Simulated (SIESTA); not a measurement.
ZrN:

```
Zr N
1.0
     0.00000    2.30000    2.30000
     2.30000    0.00000    2.30000
     2.30000    2.30000    0.00000
Zr N
1 1
Direct
  0.50000 0.50000 0.50000
  0.00000 0.00000 0.00000
```

Program: SIESTA 5.4.2. Alike in all runs: task single point; level PBE; no spin polarisation; cell as given; k mesh 10 × 10 × 10; smearing fermi-dirac 0.05 eV; grid cutoff 800 Ry; energy shift 0.003 Ry. Hardware: 1 thread of AMD EPYC 7R43 64-Core Processor (Zen 3), with other jobs on the host.

Question: Order these runs on this cell by their wall time, lowest first.
A. potentials or basis PseudoDojo 0.4 standard (PBE files), SZ (energy shift 0.003 Ry)
B. potentials or basis PseudoDojo 0.4 standard (PBE files), SZP (energy shift 0.003 Ry)
C. potentials or basis PseudoDojo 0.4 standard (PBE files), DZDP (energy shift 0.003 Ry; two zetas on semicore shells)

Answer: A (24 s), B (61 s), C (150 s).

Caveats: the basis has no polarisation orbitals (some runs).
